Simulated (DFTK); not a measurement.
# InAs: band structure with LDA

The system is InAs.

```
In As
1.0
     0.00000    3.01800    3.01800
     3.01800    0.00000    3.01800
     3.01800    3.01800    0.00000
In As
1 1
Cartesian
  0.0000 0.0000 0.0000
  4.5270 4.5270 4.5270
```

```json
{
  "Program": "DFTK 0.8.2",
  "Task": "band structure",
  "Functional": "LDA",
  "Potentials or basis": "cp2k.nc.sr.lda.v0_1.semicore.gth (LDA, GTH)",
  "Cutoff": "1279 eV",
  "k mesh": "7 × 7 × 7",
  "Occupations": "fermi-dirac, width 0.05 eV",
  "Spin": "no spin polarisation",
  "Valence electrons": "As 5, In 13",
  "SCF tolerance on the density": "1e-06"
}
```

```json
{
 "Band gap on the k mesh": "none (metal or under the smearing width)"
}
```

Levels at the corners of the path, in eV from the Fermi level:
| point | band 6 | band 7 | band 8 | band 9 | band 10 | band 11 | band 12 | band 13 |
| --- | --- | --- | --- | --- | --- | --- | --- | --- |
| Γ | -12.04 | -0.46 | -0.04 | -0.04 | -0.04 | 3.78 | 3.78 | 3.78 |
| X | -10.00 | -6.02 | -2.42 | -2.42 | 1.38 | 1.91 | 8.99 | 9.12 |
| W | -9.95 | -5.88 | -3.06 | -2.99 | 4.09 | 4.21 | 4.85 | 5.96 |
| K | -10.02 | -5.88 | -3.39 | -2.04 | 1.96 | 4.16 | 7.15 | 7.34 |
| Γ | -12.04 | -0.46 | -0.04 | -0.04 | -0.04 | 3.78 | 3.78 | 3.78 |
| L | -10.55 | -5.94 | -1.06 | -1.06 | 0.75 | 4.59 | 4.59 | 6.71 |
| U | -10.02 | -5.88 | -3.39 | -2.04 | 1.96 | 4.16 | 7.15 | 7.34 |
| W | -9.95 | -5.88 | -3.06 | -2.99 | 4.09 | 4.21 | 4.85 | 5.96 |
| L | -10.55 | -5.94 | -1.06 | -1.06 | 0.75 | 4.59 | 4.59 | 6.71 |
| K | -10.02 | -5.88 | -3.39 | -2.04 | 1.96 | 4.16 | 7.15 | 7.34 |
| U | -10.02 | -5.88 | -3.39 | -2.04 | 1.96 | 4.16 | 7.15 | 7.34 |
| X | -10.00 | -6.02 | -2.42 | -2.42 | 1.38 | 1.91 | 8.99 | 9.12 |

Run time: 2.5 min on 1 thread of Intel(R) Xeon(R) Platinum 8488C (Sapphire Rapids), with other jobs on the host, peak memory 2.1 GiB.

The gap isn't set beside the measured one, since this odd mesh misses points on the zone boundary.

Caveat: the cutoff is short for these potentials, so energies and forces aren't converged, fitted volumes are rough and the log's stress (off by 3 to 10 GPa or more in trials) isn't used; spin-orbit coupling is left out, which moves the levels of the heavy elements; this crystal is a semiconductor, whose small gap the functional closes, so the metal is an error of the method.
